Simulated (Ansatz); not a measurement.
# armchair graphene nanoribbon (N = 4, H edges): bands under strain

Wanted: the relaxed geometry and the bands of the armchair graphene nanoribbon (N = 4, H edges).

Main program and level: Ansatz 0.2.0; DFT PBE, plane waves, PAW; relaxation of a wire's period, in the first sound run; inputs show where later runs differ.

### 1. The starting structure

The cell holds 12 atoms: 8 C and 4 H. Cell: a = 12.543 Å, b = 7.000 Å, c = 4.260 Å, α = 90.0°, β = 90.0°, γ = 90.0°. Vacuum lies along a and b. The structure's axis is c.

As a file:

```cif
data_structure
_symmetry_space_group_name_H-M 'P 1'
_symmetry_Int_Tables_number 1
_cell_length_a 12.5430
_cell_length_b 7.0000
_cell_length_c 4.2600
_cell_angle_alpha 90.000
_cell_angle_beta 90.000
_cell_angle_gamma 90.000
_cell_volume 374.03
loop_
_atom_site_label
_atom_site_type_symbol
_atom_site_fract_x
_atom_site_fract_y
_atom_site_fract_z
_atom_site_occupancy
C1 C 0.35292 0.50000 0.00000 1
C2 C 0.54900 0.50000 0.00000 1
C3 C 0.35292 0.50000 0.33333 1
C4 C 0.54900 0.50000 0.33333 1
H5 H 0.72093 0.50000 0.37441 1
H6 H 0.27904 0.50000 0.45892 1
C7 C 0.45096 0.50000 0.50000 1
C8 C 0.64705 0.50000 0.50000 1
C9 C 0.45096 0.50000 0.83333 1
C10 C 0.64705 0.50000 0.83333 1
H11 H 0.27904 0.50000 0.87441 1
H12 H 0.72093 0.50000 0.95892 1
```

### 2. The relaxed wire

Band widths follow the bond lengths, so the wire is relaxed first. The atoms and the third cell vector are free; the box across stays fixed as vacuum. A Fermi-Dirac smearing is set since the result may be a metal. The pressure printed is a third of the stress's trace over the whole box, vacuum included; only the stress along the axis is relaxed.

The input, input.yaml:

```yaml
crystal:
  lattice:
    - [12.543, 0.0, 0.0]
    - [0.0, 7.0, 0.0]
    - [0.0, 0.0, 4.26]
  atoms:
    - { symbol: C, position: [0.352917738, 0.5, 0.0] }
    - { symbol: C, position: [0.549004172, 0.5, 0.0] }
    - { symbol: C, position: [0.352917738, 0.5, 0.333333333] }
    - { symbol: C, position: [0.549004172, 0.5, 0.333333333] }
    - { symbol: H, position: [0.720925025, 0.5, 0.374413146] }
    - { symbol: H, position: [0.279040102, 0.5, 0.458920188] }
    - { symbol: C, position: [0.450960955, 0.5, 0.5] }
    - { symbol: C, position: [0.647047389, 0.5, 0.5] }
    - { symbol: C, position: [0.450960955, 0.5, 0.833333333] }
    - { symbol: C, position: [0.647047389, 0.5, 0.833333333] }
    - { symbol: H, position: [0.279040102, 0.5, 0.874413146] }
    - { symbol: H, position: [0.720925025, 0.5, 0.958920188] }
kpoints:
  mp_grid: { grid: [1, 1, 19] }
scf:
  occupations: { method: fermi_dirac, width: 0.05 }
hamiltonian:
  xc: pbe
relax:
  cell: { fix: [a, b, alpha, beta, gamma] }
  max_steps: 45
  f_tol: 0.03
```

Run with:

```console
> ansatz run input.yaml --threads 4 --pin off --max-ram 16384MiB --backend cpu --events-out ev --progress --plain --runs-dir out
```

Numbers of over 12 decimals in the logs are rounded to 6 here.

What it wrote:

```text
Engine: ansatz 0.2.0, aarch64-unknown-linux-gnu
Pseudopotentials: kind: paw
Pseudopotential: C, paw, valence charge 4, recommended cutoff 420 eV (normal), C.paw.azcp
Pseudopotential: H, paw, valence charge 1, recommended cutoff 420 eV (normal), H.paw.azcp
Functional definition: PBE
  parameter kappa = 0.804
  parameter beta = 0.066725
  exchange = pbe_x(kappa = kappa, mu = beta*pi^2/3)
  correlation = pbe_c(beta = beta)
Crystal: 12 atoms, lattice volume = 374.032 Å³
Basis set: ecut = 420 eV, 7325 PW (Γ), exchange–correlation on 180×96×60 points (8 copies of the dense FFT grid, shifted against one another)
Bands: 30, of which v1, the nominal top of the filled ones, is band 18 counted from 1 (17 counted from 0)
Symmetry: 8 space group operations
Space group: Pmma (ITA 51), of the structure as read, at distance tolerance 7.2e-5 Å
k-points: 10 of 19
Non-local potential: C, projectors of the file, l = 0: 2, l = 1: 2, l = 2: 1
Non-local potential: H, projectors of the file, l = 0: 2, l = 1: 1
PAW form: soft (Blöchl's): semilocal exchange-correlation on the pseudo side does not see the compensation charge
PAW one-centre angular grid: C, 110 points (default); XC on 64 Gauss nodes
PAW one-centre angular grid: H, 110 points (default); XC on 64 Gauss nodes
Initial density: superposition of atomic densities (neutral atoms: chi_scale 0, normalization atom), corrected by the library's trained network
Initial wavefunctions: pseudopotential atomic-orbital guess
Functional: x = pbe(κ = 0.804, μ = 0.219515), c = pbe(β = 0.066725)
SCF iter   1: F=—  HF=-2070.581422 eV  |F-HF|=—  |Δ(HF+E_count)|=         —  Δρ=2.40e-3  dr2=5.58e-2  ethr=1.77e-3  ⟨swp⟩=6.5  Hψ=1610  notcnv=0  defer=21
preconditioner: auto → Resta (q_TF=auto, 1.847 Å⁻¹)  ε∞=1.7  [insulator: Δε(μ)=2.362 eV  Ē_g=13.655 eV  σ=0.050 eV  W_gap=1.00  n_scr=44 (ndim 8)  ℏωp=11.5 eV  f_vac=0.666  D(μ)=0.00/eV (n_scr^D=0)  ε∞_Penn≈1.7  vacuum switching on, ρ_ref=1.4e-2 e/Å³]
SCF iter   2: F=—  HF=-2070.568323 eV  |F-HF|=—  |Δ(HF+E_count)|=   1.31e-2  Δρ=1.51e-3  dr2=8.40e-3  ethr=1.55e-4  ⟨swp⟩=2.4  Hψ=549  notcnv=0  defer=49
SCF iter   3: F=—  HF=-2070.567871 eV  |F-HF|=—  |Δ(HF+E_count)|=   4.53e-4  Δρ=6.53e-4  dr2=1.66e-3  ethr=2.33e-5  ⟨swp⟩=2.0  Hψ=457  notcnv=0  defer=49
SCF iter   4: F=—  HF=-2070.568459 eV  |F-HF|=—  |Δ(HF+E_count)|=   5.88e-4  Δρ=1.35e-4  dr2=6.39e-5  ethr=4.61e-6  ⟨swp⟩=2.6  Hψ=480  notcnv=0  defer=49
SCF iter   5: F=—  HF=-2070.568611 eV  |F-HF|=—  |Δ(HF+E_count)|=   1.53e-4  Δρ=3.44e-5  dr2=2.64e-6  ethr=1.77e-7  ⟨swp⟩=2.1  Hψ=490  notcnv=0  defer=49
SCF iter   6: F=-2070.568613 eV  HF=-2070.568613 eV  |F-HF|=7.54e-8  |Δ(HF+E_count)|=   1.27e-6  Δρ=4.59e-6  dr2=3.58e-8  ethr=2.78e-10  ⟨swp⟩=3.1  Hψ=1144  notcnv=0
SCF 1 converged in 6 iterations: F = -2070.568613 eV  dr2 = 3.58e-8
  greatest PAW one-centre occupation: 0.674 electrons in one spin orbital (limit 2), on the C atom at site 8 (counted from 0), in its partial waves of l = 0
relax step   1: F+E_penalty+E_count = -2070.56861274 eV  Δ(F+E_penalty+E_count) = +0.000e0 eV  max|allowed force component| = 2.629e0 eV/Å  Δτ_max = 0.0000 Å  P = +0.257 GPa  Ω = 374.032 Å³  fix = [a, b, alpha, beta, gamma]  reactions: a +0.246, b +0.092 GPa  (6 SCF iters, dr2 threshold 1.00e-7 eV, accepted)
Crystal: 12 atoms, lattice volume = 379.062 Å³
Basis set: ecut = 420 eV, 7441 PW (Γ), exchange–correlation on 180×96×60 points (8 copies of the dense FFT grid, shifted against one another)
Initial density: handed on by an earlier stage of this run
Initial wavefunctions: those handed on with the density
iter 1 solved again at ethr=2.60e-4 eV; its pass at ethr=3.10e-3 eV (dr2=9.36e-2 eV) is discarded
SCF iter   1: F=—  HF=-2070.808547 eV  |F-HF|=—  |Δ(HF+E_count)|=         —  Δρ=6.19e-3  dr2=9.82e-2  ethr=2.60e-4  ⟨swp⟩=4.0  Hψ=1395  notcnv=0
preconditioner: auto → Resta (q_TF=auto, 1.843 Å⁻¹)  ε∞=1.7  [insulator: Δε(μ)=2.503 eV  Ē_g=13.471 eV  σ=0.050 eV  W_gap=1.00  n_scr=44 (ndim 8)  ℏωp=11.4 eV  f_vac=0.675  D(μ)=0.00/eV (n_scr^D=0)  ε∞_Penn≈1.7  vacuum switching on, ρ_ref=1.3e-2 e/Å³]
SCF iter   2: F=—  HF=-2070.785925 eV  |F-HF|=—  |Δ(HF+E_count)|=   2.26e-2  Δρ=2.61e-3  dr2=1.21e-2  ethr=2.60e-4  ⟨swp⟩=2.6  Hψ=558  notcnv=0
SCF iter   3: F=—  HF=-2070.785382 eV  |F-HF|=—  |Δ(HF+E_count)|=   5.43e-4  Δρ=1.03e-3  dr2=2.01e-3  ethr=3.36e-5  ⟨swp⟩=2.1  Hψ=439  notcnv=0
SCF iter   4: F=—  HF=-2070.785491 eV  |F-HF|=—  |Δ(HF+E_count)|=   1.09e-4  Δρ=2.41e-4  dr2=1.07e-4  ethr=5.60e-6  ⟨swp⟩=2.1  Hψ=410  notcnv=0
SCF iter   5: F=—  HF=-2070.785635 eV  |F-HF|=—  |Δ(HF+E_count)|=   1.44e-4  Δρ=3.38e-5  dr2=3.78e-6  ethr=2.98e-7  ⟨swp⟩=2.1  Hψ=448  notcnv=0
SCF iter   6: F=-2070.785637 eV  HF=-2070.785637 eV  |F-HF|=1.20e-7  |Δ(HF+E_count)|=   1.63e-6  Δρ=7.72e-6  dr2=1.61e-7  ethr=3.33e-9  ⟨swp⟩=5.0  Hψ=982  notcnv=0
SCF 2 converged in 6 iterations: F = -2070.785637 eV  dr2 = 1.61e-7
  greatest PAW one-centre occupation: 0.675 electrons in one spin orbital (limit 2), on the C atom at site 9 (counted from 0), in its partial waves of l = 0
relax step   2: F+E_penalty+E_count = -2070.78563668 eV  Δ(F+E_penalty+E_count) = -2.170e-1 eV  max|allowed force component| = 8.073e-1 eV/Å  Δτ_max = 0.0565 Å  P = +0.050 GPa  Ω = 379.062 Å³  energy of the carried Pulay correction = -4.040e-3 eV  fix = [a, b, alpha, beta, gamma]  reactions: a +0.319, b +0.079 GPa  (6 SCF iters, dr2 threshold 1.20e-6 eV, accepted)
Crystal: 12 atoms, lattice volume = 379.464 Å³
iter 1 solved again at ethr=2.39e-5 eV; its pass at ethr=3.10e-3 eV (dr2=8.59e-3 eV) is discarded
SCF iter   1: F=—  HF=-2070.803842 eV  |F-HF|=—  |Δ(HF+E_count)|=         —  Δρ=1.88e-3  dr2=9.65e-3  ethr=2.39e-5  ⟨swp⟩=2.3  Hψ=1287  notcnv=0
preconditioner: auto → Resta (q_TF=auto, 1.843 Å⁻¹)  ε∞=1.7  [insulator: Δε(μ)=2.478 eV  Ē_g=13.480 eV  σ=0.050 eV  W_gap=1.00  n_scr=44 (ndim 8)  ℏωp=11.4 eV  f_vac=0.672  D(μ)=0.00/eV (n_scr^D=0)  ε∞_Penn≈1.7  vacuum switching on, ρ_ref=1.3e-2 e/Å³]
SCF iter   2: F=—  HF=-2070.801030 eV  |F-HF|=—  |Δ(HF+E_count)|=   2.81e-3  Δρ=7.61e-4  dr2=1.08e-3  ethr=2.39e-5  ⟨swp⟩=2.0  Hψ=435  notcnv=0
SCF iter   3: F=—  HF=-2070.800996 eV  |F-HF|=—  |Δ(HF+E_count)|=   3.43e-5  Δρ=2.51e-4  dr2=1.72e-4  ethr=2.99e-6  ⟨swp⟩=2.2  Hψ=464  notcnv=0
SCF iter   4: F=—  HF=-2070.800978 eV  |F-HF|=—  |Δ(HF+E_count)|=   1.78e-5  Δρ=7.03e-5  dr2=9.79e-6  ethr=4.77e-7  ⟨swp⟩=2.4  Hψ=460  notcnv=0
SCF iter   5: F=-2070.800981 eV  HF=-2070.800981 eV  |F-HF|=1.08e-7  |Δ(HF+E_count)|=   2.14e-6  Δρ=1.33e-5  dr2=4.23e-7  ethr=3.33e-9  ⟨swp⟩=5.0  Hψ=991  notcnv=0
SCF 3 converged in 5 iterations: F = -2070.800981 eV  dr2 = 4.23e-7
  greatest PAW one-centre occupation: 0.677 electrons in one spin orbital (limit 2), on the C atom at site 7 (counted from 0), in its partial waves of l = 0
relax step   3: F+E_penalty+E_count = -2070.80098065 eV  Δ(F+E_penalty+E_count) = -1.534e-2 eV  max|allowed force component| = 6.889e-2 eV/Å  Δτ_max = 0.0135 Å  P = +0.068 GPa  Ω = 379.464 Å³  energy of the carried Pulay correction = -4.361e-3 eV  fix = [a, b, alpha, beta, gamma]  reactions: a -0.044, b +0.077 GPa  (5 SCF iters, dr2 threshold 1.20e-6 eV, accepted)
[...]
relax step   4: F+E_penalty+E_count = -2070.80118758 eV  Δ(F+E_penalty+E_count) = -2.069e-4 eV  max|allowed force component| = 1.483e-2 eV/Å  Δτ_max = 0.0023 Å  P = +0.020 GPa  Ω = 379.644 Å³  energy of the carried Pulay correction = -4.505e-3 eV  fix = [a, b, alpha, beta, gamma]  reactions: a -0.017, b +0.077 GPa  (4 SCF iters, dr2 threshold 2.97e-7 eV, accepted)
Initial wavefunctions: pseudopotential atomic-orbital guess (no wavefunctions were taken with the density)
iter 1 solved again at ethr=3.77e-7 eV; its pass at ethr=3.10e-3 eV (dr2=1.36e-4 eV) is discarded
SCF iter   1: F=—  HF=-2070.804473 eV  |F-HF|=—  |Δ(HF+E_count)|=         —  Δρ=7.84e-5  dr2=1.85e-6  ethr=3.77e-7  ⟨swp⟩=3.8  Hψ=2566  notcnv=0
preconditioner: auto → Resta (q_TF=auto, 1.842 Å⁻¹)  ε∞=1.7  [insulator: Δε(μ)=2.458 eV  Ē_g=13.480 eV  σ=0.050 eV  W_gap=1.00  n_scr=44 (ndim 8)  ℏωp=11.4 eV  f_vac=0.672  D(μ)=0.00/eV (n_scr^D=0)  ε∞_Penn≈1.7  vacuum switching on, ρ_ref=1.3e-2 e/Å³]
SCF iter   2: F=—  HF=-2070.805430 eV  |F-HF|=—  |Δ(HF+E_count)|=   9.58e-4  Δρ=3.96e-5  dr2=4.32e-7  ethr=5.15e-9  ⟨swp⟩=2.0  Hψ=545  notcnv=0
SCF iter   3: F=—  HF=-2070.805846 eV  |F-HF|=—  |Δ(HF+E_count)|=   4.16e-4  Δρ=5.16e-6  dr2=5.27e-8  ethr=1.20e-9  ⟨swp⟩=2.0  Hψ=565  notcnv=0
SCF iter   4: F=—  HF=-2070.805858 eV  |F-HF|=—  |Δ(HF+E_count)|=   1.13e-5  Δρ=8.56e-7  dr2=3.34e-9  ethr=1.46e-10  ⟨swp⟩=2.0  Hψ=455  notcnv=0
SCF iter   5: F=—  HF=-2070.805858 eV  |F-HF|=—  |Δ(HF+E_count)|=   1.78e-9  Δρ=2.67e-7  dr2=2.41e-10  ethr=9.27e-12  ⟨swp⟩=2.2  Hψ=446  notcnv=0
SCF iter   6: F=-2070.805858 eV  HF=-2070.805858 eV  |F-HF|=3.79e-9  |Δ(HF+E_count)|=   2.40e-8  Δρ=5.52e-8  dr2=1.05e-11  ethr=1.00e-12  ⟨swp⟩=4.9  Hψ=976  notcnv=0
SCF 5 converged in 6 iterations: F = -2070.805858 eV  dr2 = 1.05e-11
relax step   5: F+E_penalty+E_count = -2070.80585766 eV  Δ(F+E_penalty+E_count) = -4.670e-3 eV  max|allowed force component| = 1.496e-2 eV/Å  Δτ_max = 0.0000 Å  P = +0.034 GPa  Ω = 379.644 Å³  fix = [a, b, alpha, beta, gamma]  reactions: a -0.013, b +0.096 GPa  stress off target by 2.04e-2 GPa on what of the cell is left free  SCF on the basis re-selected at this cell (its energy is not comparable with the rows above)  (6 SCF iters)
basis re-selected at this cell: Δ(F+E_penalty+E_count) = -4.670e-3 eV, ΔP = +0.014 GPa vs the last step (what re-selecting the basis moved, of the pressure what is left beyond the Pulay correction that the steps carried, after the strain that the cell walked since its last selection, with what the two solves' SCF thresholds leave and, on support functions, any second-order correction that the steps lacked; it is no m [...]
SCF converged after 6 iterations
Free energy (F): -2070.805858 eV
Harris-Foulkes:  -2070.805858 eV  (|F-HF|=3.79e-9)
Internal energy: -2070.805858 eV  (E = F + TS)
E sigma→0 (E₀):  -2070.805858 eV
Fermi energy:    -1.618013 eV
--- Per-component energies (eV) ---
  E_band       = -369.900905
  E_kinetic    = 778.850658
  E_local      = -5957.667348  (includes V_loc(G=0)·N_el)
  E_nonlocal   = 225.556525
  E_hartree    = 2580.050158
  E_xc         = -418.522883
  E_vxc        = -519.626376  (∫ρ·V_xc dr)
  E_paw        = -796.930323  (= ΣΔE_a)
  E_vpaw       = -57.109414  (= ΣTr[D̂ρ^β])
  E_aug_tail   = -0.005453  (compensation charges beyond the density's cutoff)
  E_ewald      = 1517.862808
  E_smearing   = -0.000000  (= −TS)
  E_closure    = -0.000000  (closes the sum)
  Σ components = -2070.805858   (vs F -2070.805858, Δ=0.00e0)
--- Forces (eV/Å), atoms counted from 1 ---
  atom   1  C     -0.00694492     0.00000000     0.01400668
  atom   2  C     -0.00456757     0.00000000    -0.01495863
  atom   3  C     -0.00694492     0.00000000    -0.01400668
  atom   4  C     -0.00456757     0.00000000     0.01495863
  atom   5  H     -0.00587107     0.00000000    -0.00423927
  atom   6  H      0.00587107     0.00000000     0.00423927
  atom   7  C      0.00456757     0.00000000    -0.01495863
  atom   8  C      0.00694492     0.00000000     0.01400668
  atom   9  C      0.00456757     0.00000000     0.01495863
  atom  10  C      0.00694492     0.00000000    -0.01400668
  atom  11  H      0.00587107     0.00000000    -0.00423927
  atom  12  H     -0.00587107     0.00000000     0.00423927
  max |Σ_I F_I| component: 4.34e-18 eV/Å
--- Stress (GPa, compression-positive) ---
       -0.013051       0.000000       0.000000
        0.000000       0.095847       0.000000
        0.000000       0.000000       0.020351
  P = ⅓ Tr σ = 0.0344 GPa (0.344 kbar)
--- Relaxed structure (4 steps of the walk, 4 accepted, 1 SCFs on fresh bases) ---
  F+E_penalty+E_count = -2070.80585766 eV   max|allowed force component| = 1.496e-2 eV/Å   (the final SCF, on the basis selected at the relaxed cell)
  cell:  # Å, volume = 379.6443 Å³
    - [12.543, 0.0, 0.0]
    - [0.0, 7.0, 0.0]
    - [0.0, 0.0, 4.323917]
  atoms:
    - { symbol: C, position: [0.354765, 0.5, 0.00824135] }
    - { symbol: C, position: [0.548981, 0.5, -0.000639162] }
    - { symbol: C, position: [0.354765, 0.5, 0.325092] }
    - { symbol: C, position: [0.548981, 0.5, 0.333972] }
    - { symbol: H, position: [0.721758, 0.5, 0.389845] }
    - { symbol: H, position: [0.278207, 0.5, 0.443488] }
    - { symbol: C, position: [0.450984, 0.5, 0.499361] }
    - { symbol: C, position: [0.645200, 0.5, 0.508241] }
    - { symbol: C, position: [0.450984, 0.5, 0.833972] }
    - { symbol: C, position: [0.645200, 0.5, 0.825092] }
    - { symbol: H, position: [0.278207, 0.5, 0.889845] }
    - { symbol: H, position: [0.721758, 0.5, 0.943488] }
```

Elapsed: 9.1 s, on 4 threads of Arm Neoverse V1, shared host; peak memory 0.67 GiB; 33 s of CPU time.

The steps of the relaxation:

```tsv
step	energy less that of the first step (eV)	largest force component (eV/Å)	pressure (GPa)	volume (Å³)
1	0.0000	2.6294	0.26	374.03
2	-0.2170	0.8073	0.05	379.06
3	-0.2324	0.0689	0.07	379.46
4	-0.2326	0.0148	0.02	379.64
5*	-0.2372	0.0150	0.03	379.64
```

Relaxation steps marked * repeat the geometry before them on a plane-wave basis chosen anew for their cell, so energy and pressure can jump there.

Forces are held to the 8 operations that the run works with; a distortion that breaks them can't arise in this run.

```tsv
cell as run	before	after	change
c (Å)	4.260	4.324	+1.5 %
```

The atoms that moved most (Å, along periodic axes as changes of fractional coordinates times the final cell, across vacuum about the mean position):

```tsv
atom	dx	dy	dz	length
H12	0.010	0.000	-0.067	0.068
H6	-0.010	0.000	-0.067	0.068
H5	0.010	0.000	0.067	0.068
H11	-0.010	0.000	0.067	0.068
C1	0.023	0.000	0.036	0.043
C8	-0.023	0.000	0.036	0.043
C10	-0.023	0.000	-0.036	0.043
C3	0.023	0.000	-0.036	0.043
```

Numbers from this step:

```
cell length along the wire : 4.324 Å
```

The cell's length comes to 4.324 Å with spin left out.

### 3. The wire at its relaxed period

This step: DFT PBE, plane waves, PAW; bands of a perfect wire (Ansatz 0.2.0).

At the relaxed period the bands are computed along the axis; those that cross an energy going forward count the channels that a perfect wire would open there.

The input, input.yaml:

```yaml
crystal:
  lattice:
    - [12.543, 0.0, 0.0]
    - [0.0, 7.0, 0.0]
    - [0.0, 0.0, 4.3239172324]
  atoms:
    - { symbol: C, position: [0.35476537, 0.5, 0.008241354] }
    - { symbol: C, position: [0.548981202, 0.5, 0.999360838] }
    - { symbol: C, position: [0.35476537, 0.5, 0.32509198] }
    - { symbol: C, position: [0.548981202, 0.5, 0.333972495] }
    - { symbol: H, position: [0.721757959, 0.5, 0.389844946] }
    - { symbol: H, position: [0.278207168, 0.5, 0.443488387] }
    - { symbol: C, position: [0.450983925, 0.5, 0.499360838] }
    - { symbol: C, position: [0.645199757, 0.5, 0.508241354] }
    - { symbol: C, position: [0.450983925, 0.5, 0.833972495] }
    - { symbol: C, position: [0.645199757, 0.5, 0.82509198] }
    - { symbol: H, position: [0.278207168, 0.5, 0.889844946] }
    - { symbol: H, position: [0.721757959, 0.5, 0.943488387] }
kpoints:
  mp_grid: { grid: [1, 1, 19] }
  band_path: { path: ["Γ", Z], npoints: 90 }
scf:
  occupations: { method: fermi_dirac, width: 0.05 }
hamiltonian:
  xc: pbe
output:
  dos: { e_range: [-5, 4] }
  write_potential: true
  write_density: true
  volumetric_format: npy
```

What it wrote:

```text
[...]
Crystal: 12 atoms, lattice volume = 379.644 Å³
Basis set: ecut = 420 eV, 7441 PW (Γ)
Bands: 30, of which v1, the nominal top of the filled ones, is band 18 counted from 1 (17 counted from 0)
Symmetry: 8 space group operations
[...]
k-points: 10 of 19
[...]
SCF iter   1: F=—  HF=-2070.816160 eV  |F-HF|=—  |Δ(HF+E_count)|=         —  Δρ=2.32e-3  dr2=5.02e-2  ethr=1.77e-3  ⟨swp⟩=6.4  Hψ=1632  notcnv=0  defer=15
[...]
SCF iter   6: F=-2070.805880 eV  HF=-2070.805880 eV  |F-HF|=6.91e-8  |Δ(HF+E_count)|=   1.23e-6  Δρ=4.55e-6  dr2=3.91e-8  ethr=2.78e-10  ⟨swp⟩=13.3  Hψ=1852  notcnv=0
SCF 1 converged in 6 iterations: F = -2070.805880 eV  dr2 = 3.91e-8
[...]
NSCF: frozen V_eff on 91 k-points
WARN: The output density's exchange-correlation potential varies sharply where the density is thin. Do not read a vacuum level from v_tot or v_xc, or from such a field of the output density. On a cell that repeats whose density bears no net charge and no dipole along the vacuum's axis use v_es (v_loc + v_h of the components); under efield.dipole_correction with no amplitude use v_es + v_field, which holds any externa [...]
SCF converged after 6 iterations
Free energy (F): -2070.805880 eV
[...]
Internal energy: -2070.805880 eV  (E = F + TS)
E sigma→0 (E₀):  -2070.805880 eV
Fermi energy:    -1.617981 eV
[...]
--- Band table (eV; the first three rows and the last of 10) ---
  k-point 0: bands = [... 14 lower, -5.7443, -5.0842, -3.0196, -2.8584, -0.4009, -0.2863, 1.1237, 1.7321, ... 8 higher]
  k-point 1: bands = [... 14 lower, -5.7539, -5.1203, -3.1428, -2.8870, -0.2753, -0.2656, 1.1445, 1.7541, ... 8 higher]
  k-point 2: bands = [... 14 lower, -5.7931, -5.2255, -3.4538, -2.9715, -0.2406, 0.0810, 1.2070, 1.8196, ... 8 higher]
  k-point 9: bands = [... 14 lower, -6.7427, -6.4087, -4.7470, -4.5061, 0.9072, 1.1944, 2.8375, 3.1882, ... 8 higher]
```

The job ended after 10 s (4 threads; peak memory 0.82 GiB).

The column dr2 measures how far the density is from self-consistency, as an energy; F and HF (Harris–Foulkes) agree once it is small.

This step gave:

| Quantity | Value |
| --- | --- |
| band gap | 2.457 eV |

Electronic bands along the path, in eV, zero at the Fermi level:

```tsv
point	band 15	band 16	band 17	band 18	band 19	band 20	band 21	band 22
Γ	-4.13	-3.47	-1.40	-1.24	1.22	1.33	2.74	3.35
halfway	-4.17	-4.01	-3.00	-1.83	1.63	3.08	3.22	3.83
Z	-4.96	-4.96	-3.01	-3.01	2.67	2.67	4.64	4.64
```

The gap is 2.46 eV, with spin left out.

On this path the gap is direct, 2.46 eV, with the valence top at Γ and the conduction bottom at Γ.

(Part 1 of 3 ends here.)

[Logs are printed without paths, hosts, clocks, repeated set-up lines and the standing remarks that a program may print on its own settings, such as how far it seeks lower states.]

[Hosts, paths, dates, database ids (printed as entryN), source tags and the programs' standing remarks are cut or masked in the printed files.]
